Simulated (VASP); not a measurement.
# V (P6_3/mmc) in VASP: single point with PBE

Aim: the single point of V with PBE.

All numbers are computed with VASP 6.6.1; they aren't measurements. Logs are shortened: lines on timing, memory, paths and dates and some standing lists are left out, and cuts for length are marked.

## 1. Starting point

It takes space group P6_3/mmc (No. 194, hexagonal). The conventional cell has a = 2.604 Å, b = 2.604 Å, c = 4.723 Å, α = 90.00°, β = 90.00°, γ = 120.00°. Around V (site symmetry -6m2) lie 12 V at 2.60 to 2.80 Å.

This isn't the form of V at room conditions, which is bcc.

## 2. Single point, PBE

INCAR reads:

```
SYSTEM = V
PREC = Accurate ; ENCUT = 520
EDIFF = 1E-6 ; ISMEAR = 0
SIGMA = 0.15 ; LREAL = .False.
LASPH = .True. ; NELM = 100
ALGO = Fast ; ISIF = 2
LWAVE = .False. ; LCHARG = .False.
GGA = PE ; NBANDS = 20
```

KPOINTS reads:

```
regular mesh
0
Gamma
  21 21 10
  0 0 0
```

POSCAR reads:

```
V
1.0
    2.6042941027      0.0000000000      0.0000000000
   -1.3021470513      2.2553848518      0.0000000000
    0.0000000000      0.0000000000      4.7233360000
V
2
Direct
    0.6666666667      0.3333333333      0.7500000000
    0.3333333333      0.6666666667      0.2500000000
```

Potentials or basis: VASP PAW PBE potentials, release 64 (V_sv).

Launch:

```bash
> cat potpaw_PBE.64/V_sv/POTCAR > POTCAR
> mpirun -np 1 vasp_std > vasp.out
```

OUTCAR:

```text
SYSTEM = V
   PREC = Accurate
   ENCUT = 520
   EDIFF = 1E-6
   ISMEAR = 0
   LREAL = .False.
   LASPH = .True.
   NELM = 100
   ISIF = 2
   GGA = PE

 ion  position               nearest neighbor table
   1  0.667  0.333  0.750-   2 2.80   2 2.80   2 2.80   2 2.80   2 2.80   2 2.80
   2  0.333  0.667  0.250-   1 2.80   1 2.80   1 2.80   1 2.80   1 2.80   1 2.80

  LATTYP: Found a hexagonal cell.
 ALAT       =     2.6042941027
 C/A-ratio  =     1.8136722712

  Lattice vectors:

 A1 = (   2.6042941027,   0.0000000000,   0.0000000000)
 A2 = (  -1.3021470513,   2.2553848518,   0.0000000000)
 A3 = (   0.0000000000,   0.0000000000,   4.7233360000)

Analysis of symmetry for initial positions (statically):
=====================================================================
 Subroutine PRICEL returns:
 Original cell was already a primitive cell.

 Routine SETGRP: Setting up the symmetry group for a
 hexagonal supercell.

 Subroutine GETGRP returns: Found 24 space group operations
 (whereof 12 operations were pure point group operations)
 out of a pool of 24 trial point group operations.

The static configuration has the point symmetry D_3d.
 The point group associated with its full space group is D_6h.

Analysis of symmetry for dynamics (positions and initial velocities):
=====================================================================
 Subroutine PRICEL returns:
 Original cell was already a primitive cell.

 Routine SETGRP: Setting up the symmetry group for a
 hexagonal supercell.

 Subroutine GETGRP returns: Found 24 space group operations
 (whereof 12 operations were pure point group operations)
 out of a pool of 24 trial point group operations.

The dynamic configuration has the point symmetry D_3d.
 The point group associated with its full space group is D_6h.

 Subroutine INISYM returns: Found 24 space group operations
 (whereof 12 operations are pure point group operations),
 and found     1 'primitive' translations

----------------------------------------------------------------------------------------

                                     Primitive cell

  volume of cell :      27.7434

  direct lattice vectors                    reciprocal lattice vectors
     2.604294103  0.000000000  0.000000000     0.383981210  0.221691655  0.000000000
    -1.302147051  2.255384852  0.000000000     0.000000000  0.443383310  0.000000000
     0.000000000  0.000000000  4.723336000     0.000000000  0.000000000  0.211714771

  length of vectors
     2.604294103  2.604294103  4.723336000     0.443383310  0.443383310  0.211714771

  position of ions in fractional coordinates (direct lattice)
     0.666666667  0.333333333  0.750000000
     0.333333333  0.666666667  0.250000000

  ion indices of the primitive-cell ions
   primitive index   ion index
                 1           1
                 2           2

----------------------------------------------------------------------------------------

 KPOINTS: regular mesh

Automatic generation of k-mesh.
 Grid dimensions read from file:
 generate k-points for:   21   21   10

 Generating k-lattice:

  Cartesian coordinates                     Fractional coordinates (reciprocal lattice)
     0.018284820  0.010556745  0.000000000     0.047619048  0.000000000  0.000000000
     0.000000000  0.021113491  0.000000000     0.000000000  0.047619048  0.000000000
     0.000000000  0.000000000  0.021171477     0.000000000  0.000000000  0.100000000

  Length of vectors
     0.021113491  0.021113491  0.021171477

  Shift w.r.t. Gamma in fractional coordinates (k-lattice)
     0.000000000  0.000000000  0.000000000

 Subroutine IBZKPT returns following result:
 ===========================================

 Found    288 irreducible k-points:

 Following reciprocal coordinates:
            Coordinates               Weight
  0.000000  0.000000  0.000000      1.000000
  0.047619 -0.000000  0.000000      6.000000
  0.095238 -0.000000  0.000000      6.000000
  0.142857 -0.000000  0.000000      6.000000
  0.190476 -0.000000  0.000000      6.000000
  0.238095 -0.000000  0.000000      6.000000
[... 16 lines left out ...]
  0.142857  0.095238  0.000000     12.000000
  0.190476  0.095238  0.000000     12.000000
 [... further k-points ...]
   k-points           NKPTS =    288   k-points in BZ     NKDIM =    288   number of bands    NBANDS=     20
   number of dos      NEDOS =    301   number of ions     NIONS =      2
   total plane-waves  NPLWV =  14400
   dimension x,y,z NGX =    20 NGY =   20 NGZ =   36
   dimension x,y,z NGXF=    40 NGYF=   40 NGZF=   72
   ions per type =               2
   NGX,Y,Z   is equivalent  to a cutoff of  12.77, 12.77, 12.67 a.u.
   NGXF,Y,Z  is equivalent  to a cutoff of  25.53, 25.53, 25.34 a.u.
 SYSTEM =  V
   PREC   = accura    normal or accurate (medium, high low for compatibility)
   ISTART =      0    job   : 0-new  1-cont  2-samecut
   ICHARG =      2    charge: 1-file 2-atom 10-const
   ISPIN  =      1    spin polarized calculation?
   LNONCOLLINEAR =      F non collinear calculations
   LSORBIT =      F    spin-orbit coupling
   LASPH  =      T    aspherical Exc in radial PAW
   ENCUT  =  520.0 eV  38.22 Ry    6.18 a.u.   4.84  4.84  8.78*2*pi/ulx,y,z
   NELM   =    100;   NELMIN=  2; NELMDL= -5     # of ELM steps
   EDIFF  = 0.1E-05   stopping-criterion for ELM
   LREAL  =      F    real-space projection
   EDIFFG = 0.1E-04   stopping-criterion for IOM
   NSW    =      0    number of steps for IOM
   IBRION =     -1    ionic relax: 0-MD 1-quasi-New 2-CG
   NFREE  =      0    steps in history (QN), initial steepest desc. (CG)
   ISIF   =      2    stress and relaxation
   ISYM   =      2    0-nonsym 1-usesym 2-fastsym
   POTIM  = 0.5000    time-step for ionic-motion
   TEBEG  =    0.0;   TEEND  =   0.0 temperature during run
   PSTRESS=    0.0 pullay stress
   NELECT =      26.0000    total number of electrons
   NUPDOWN=      -1.0000    fix difference up-down
   EMIN   =  10.00;   EMAX   =-10.00  energy-range for DOS
   EFERMI =   0.00;   METHOD = LEGACY
   ISMEAR =     0;   SIGMA  =   0.15  broadening in eV -4-tet -1-fermi 0-gaus
   EFERMI_NEDOS =   21; number of points for ismear=-14 and -15
   IALGO  =     68    algorithm
   IMIX   =      4    mixing-type and parameters
     AMIX     =   0.40;   BMIX     =  1.00
     AMIX_MAG =   1.60;   BMIX_MAG =  1.00
  volume/ion in A,a.u.               =      13.87        93.61
  Fermi-wavevector in a.u.,A,eV,Ry     =   1.602062  3.027459 34.920768  2.566604
  Thomas-Fermi vector in A             =   2.698942
   LORBIT       =      0    0 simple, 1 ext, 2 COOP (PROOUT), +10 PAW based schemes
   GGA     = PE    functional components
   LHFCALC =     F    Hartree Fock is set to
   AEXX    =    0.0000 exact exchange contribution
   IVDW    =     0    specifies the selected vdW correction
   LEPSILON=     F    determine dielectric tensor
   LRPA    =     F    only Hartree local field effects (RPA)
 non-spin polarized calculation
 RMM-DIIS sequential band-by-band and
 Gauss-broadening in eV      SIGMA  =   0.15
  energy-cutoff  :      520.00
  volume of cell :       27.74
 maximum number of plane-waves:       771
 NGX is ok and might be reduce to    20
   NGX =  9   NGY =  9   NGZ = 17

 number of electron      26.0000014 magnetization

 Free energy of the ion-electron system (eV)
  ---------------------------------------------------
  ext. energy  EPLUGINS =         0.00000000
  ---------------------------------------------------
  free energy    TOTEN  =       -17.49706181 eV

  energy without entropy =      -17.45775254  energy(sigma->0) =      -17.47740718

 E-fermi :   9.6976     XC(G=0): -12.7275

 val. band max:        9.6954829381   @ k =   0.2857   0.1905   0.2000
 cond. band min:       9.6986036529   @ k =   0.1429  -0.0000   0.5000
 fundamental gap:      0.0031207148
 Fermi energy:         9.6975757918

 k-point     1 :       0.0000    0.0000    0.0000
  band No.  band energies     occupation
      1     -54.3291      2.00000
      2     -54.2224      2.00000
      3     -28.4278      2.00000
      4     -27.7959      2.00000
      5     -27.6600      2.00000
      6     -27.6600      2.00000
[... 12 lines left out ...]
     19      12.5718      0.00000
     20      12.5718      0.00000

 k-point     2 :       0.0476   -0.0000    0.0000
  band No.  band energies     occupation
      1     -54.3251      2.00000
      2     -54.2194      2.00000
      3     -28.4217      2.00000
      4     -27.7962      2.00000
      5     -27.6794      2.00000
      6     -27.6652      2.00000
[... 12 lines left out ...]
     19      12.5831      0.00000
     20      12.7631      0.00000

 k-point     3 :       0.0952   -0.0000    0.0000
  band No.  band energies     occupation
      1     -54.3131      2.00000
      2     -54.2106      2.00000
      3     -28.4036      2.00000
      4     -27.7971      2.00000
      5     -27.7358      2.00000
      6     -27.6801      2.00000
[... 12 lines left out ...]
     19      12.6100      0.00000
     20      13.2443      0.00000

 k-point     4 :       0.1429   -0.0000    0.0000
  band No.  band energies     occupation
      1     -54.2943      2.00000
      2     -54.1969      2.00000
      3     -28.3746      2.00000
      4     -27.8241      2.00000
      5     -27.7993      2.00000
      6     -27.7681      2.00000
[... 12 lines left out ...]
     19      12.6394      0.00000
     20      13.8917      0.00000

 k-point     5 :       0.1905   -0.0000    0.0000
  band No.  band energies     occupation
      1     -54.2700      2.00000
      2     -54.1797      2.00000
      3     -28.3363      2.00000
      4     -27.9365      2.00000
      5     -27.8785      2.00000
      6     -27.8033      2.00000
[... 12 lines left out ...]
     19      12.6616      0.00000
     20      14.6367      0.00000
[... 353 lines left out ...]
      6     -27.8907      2.00000
[... 12 lines left out ...]
     19      14.2754      0.00000
     20      15.8391      0.00000

 k-point    22 :       0.0952    0.0952    0.0000
  band No.  band energies     occupation
      1     -54.2836      2.00000
      2     -54.1893      2.00000
      3     -28.3578      2.00000
      4     -27.8608      2.00000
      5     -27.8267      2.00000
      6     -27.8009      2.00000
[... 12 lines left out ...]
     19      12.6007      0.00000
     20      14.2484      0.00000

 k-point    23 :       0.1429    0.0952    0.0000
  band No.  band energies     occupation
      1     -54.2603      2.00000
      2     -54.1728      2.00000
      3     -28.3207      2.00000
      4     -27.9592      2.00000
      5     -27.9281      2.00000
      6     -27.8053      2.00000
[... 12 lines left out ...]
     19      12.5855      0.00000
     20      14.9565      0.00000

 k-point    24 :       0.1905    0.0952    0.0000
  band No.  band energies     occupation
      1     -54.2336      2.00000
      2     -54.1546      2.00000
      3     -28.2766      2.00000
      4     -28.0741      2.00000
      5     -28.0350      2.00000
      6     -27.8123      2.00000
[... 12 lines left out ...]
     19      12.5695      0.00000
     20      15.7405      0.00000

 [... further k-points ...]

------------------------ aborting loop because EDIFF is reached ----------------------------------------

  FORCE on cell =-STRESS in cart. coord.  units (eV):
  Direction    XX          YY          ZZ          XY          YZ          ZX
  --------------------------------------------------------------------------------------
  -------------------------------------------------------------------------------------
  Total        0.1012857      0.1012857     -0.2262038      0.0000000     -0.0000000     -0.0000000
  in kB        5.8492393      5.8492393    -13.0632441      0.0000000     -0.0000000     -0.0000000
  external PRESSURE =      -0.4549218 kB  Pullay stress =       0.0000000 kB

 VOLUME and BASIS-vectors are now :
 -----------------------------------------------------------------------------
  energy-cutoff  :      520.00
  volume of cell :       27.74
      direct lattice vectors                 reciprocal lattice vectors
     2.604294103  0.000000000  0.000000000     0.383981210  0.221691655  0.000000000
    -1.302147051  2.255384852  0.000000000     0.000000000  0.443383310  0.000000000
     0.000000000  0.000000000  4.723336000     0.000000000  0.000000000  0.211714771

 POSITION                                       TOTAL-FORCE (eV/Angst)
 -----------------------------------------------------------------------------------
      1.30215      0.75179      3.54250         0.000000      0.000000      0.000000
     -0.00000      1.50359      1.18083        -0.000000     -0.000000      0.000000
 -----------------------------------------------------------------------------------
    total drift:                                0.000000     -0.000000      0.000000

  FREE ENERGIE OF THE ION-ELECTRON SYSTEM (eV)
  ---------------------------------------------------
  free  energy   TOTEN  =       -17.4970618107 eV

  energy  without entropy=      -17.4577525404  energy(sigma->0) =      -17.47740718
```

It took 2.6 min on 1 thread of Intel Xeon Platinum 8259CL at 2.50GHz (Skylake/Cascade Lake), shared host; peak memory 0.24 GiB.

What came out:

```yaml
Free_energy: -17.4971 eV
Pressure: 0.0 GPa
Band_gap_on_the_k_mesh: none (metal or under the smearing width)
```

Stress tensor (GPa, compression positive):
```
 0.58  0.00  0.00
 0.00  0.58  0.00
 0.00  0.00 -1.31
```
